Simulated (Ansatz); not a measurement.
## Stress against strain in HfO2

```
CELL_PARAMETERS angstrom
0.00000 2.55750 2.55750
2.55750 0.00000 2.55750
2.55750 2.55750 0.00000
ATOMIC_POSITIONS crystal
Hf 0.00000 0.00000 0.00000
O 0.25000 0.25000 0.25000
O 0.75000 0.75000 0.75000
```

Atoms are numbered in the order listed.

The cell is COD entry 9009016, as deposited and not checked against the literature; nothing was relaxed.

No spin–orbit coupling, which matters for the heavy atoms here.

Computed with DFT, PBE, all-electron LAPW, scalar-relativistic in Ansatz 0.2.0.

Numerical set-up: a Γ-centred 9×9×9 k mesh, Fermi–Dirac smearing of 0.01 eV, basis error target 1 meV/atom, no spin polarisation.

The strain is applied along the Cartesian axes of the cell as listed (the other components stay zero). Fractional coordinates are held (clamped ions).

σ is the change of stress from the unstrained cell, which is at -2.46 GPa; tension is positive, so slopes are stress–strain coefficients at that pressure.

Only quantities that a quadratic follows smoothly over the whole series are listed; rougher ones are left out.

```csv
εxx = εyy,σzz (GPa),σxx (GPa)
-0.0300,-6.60,-21.28
-0.0100,-1.89,-6.48
0.0000,0.00,0.00
0.0100,1.62,5.93
0.0200,2.99,11.34
0.0300,4.14,16.28
```

**Question.** Fit the series and read off the stiffness at zero strain.

**Answer.** Least-squares fits y = p0 + p1 x + p2 x² to the rows give σzz (GPa): p1 = 178, p2 = -1400; σxx (GPa): p1 = 625, p2 = -2800. So 2 C12 = 178 GPa and C11 + C12 = 625 GPa.

**Question.** One run, at εxx = εyy = -0.0200, is withheld. Predict its row.

**Answer.** The fits give -4.12, -13.62; the run gave -4.08, -13.56.
